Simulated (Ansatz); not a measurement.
IrO2

Computed with Ansatz (plane waves, PAW, 420 eV cutoff): PBE+U (U_eff = 2 eV on Ir 5d), scalar-relativistic, collinear spin, Γ-centred 6×6×8 mesh, 0.05 eV Gaussian smearing; PAW files: Ansatz's generated set soft_2.

```xyz
6
Lattice="4.5396 0.0000 0.0000 0.0000 4.5396 0.0000 0.0000 0.0000 3.1744" Properties=species:S:1:pos:R:3 pbc="T T T"
Ir    0.0000    0.0000    0.0000
Ir    2.2698    2.2698    1.5872
O     1.3979    1.3979    0.0000
O     0.8719    3.6677    1.5872
O     3.1417    3.1417    0.0000
O     3.6677    0.8719    1.5872
```

The chain of runs began from a cell as deposited in COD, expanded in volume.

Magnetic state: non-magnetic, site spin moments none.

The run above is the reference. The same cell was run again with other input settings; several of them aren't fit for production, so the rows show the settings' effect and aren't properties of the material.

```tsv
keys changed	outcome	ΔE (meV/atom)	P (GPa)	gap on the mesh (eV)	cell moment (μB)	largest force component (eV/Å)	SCF iterations	rough core-seconds	new warnings
none (reference)	converged	0.0	0.0	metal	0.00	0.003	–	–	–
scf.mixing.preconditioner: "local_kerker"; scf.occupations.method: "gaussian" → "cold"; scf.occupations.width: 0.05 → 0.005	converged	0.0	0.0	metal	0.05	0.004	24	50	–
hamiltonian.dispersion: "d4"; kpoints.mp_grid.grid: [6, 6, 8] → [4, 4, 5]; hamiltonian.xc: "pbe" → "r2scan"	converged	–	-7.4	metal	1.08	0.047	17	26	cutoff below recommended
scf.lower_state_search: "standard"	converged	0.0	0.0	metal	0.00	0.003	56	170	–
basis.xc_grid: 3; basis.ecutrho_ratio: 4 → 8	converged	0.0	0.0	metal	0.00	0.003	44	160	–
```

These changes also left energy (to 0.1 meV/atom), pressure, gap, moment and forces as in the reference: basis.ecutrho_ratio: 4 → 8.

ΔE is the energy with the smearing extrapolated to zero. It is left out where the change alters the Hamiltonian or the spin treatment. The varied runs start from atomic densities (corrected by the program's trained start where that serves), with the default search for lower states unless a row changes it.

(1) What happens with these changes: hamiltonian.hubbard: {"sites": [{"species": "Ir", "l": "d", "u_eff": 2.0}]} → {"sites": [{"species": "Ir", "l": "d", "u_eff": 8.0}], "double_counting": "amf"}; kpoints.mp_grid.grid: [6, 6, 8] → [4, 4, 5]?

(2) What happens with these changes: hamiltonian.pseudopotentials: {"kind": "nc"}; scf.n_extra_bands: 32; scf.initial_density.chi_scale: 0.1?

Answers:

(1) outcome converged, P (GPa) 8.1, gap on the mesh (eV) 0.61, cell moment (μB) 2.00, largest force component (eV/Å) 0.456, SCF iterations 174, rough core-seconds 210, new warnings derived cap gave way; minimisation begun.

(2) outcome converged, P (GPa) 12.0, gap on the mesh (eV) metal, cell moment (μB) 0.00, largest force component (eV/Å) 0.026, SCF iterations 15, rough core-seconds 30, new warnings cutoff below recommended.

Other pseudopotential files need their own cutoff; where it is too low, pressure and moments show the cutoff and not the files.

The pair part of a dispersion correction pulls inward (a three-body part mostly pushes out), and in metals and ionic crystals with large ions it often overbinds.

2 further runs (cut off, refused for memory, with changed atoms or starts, or in doubt) are left out.

Of the reference: For elements this heavy, spin–orbit coupling would shift levels and gaps; it isn't included here.

A lower state of the open shells can't be excluded.
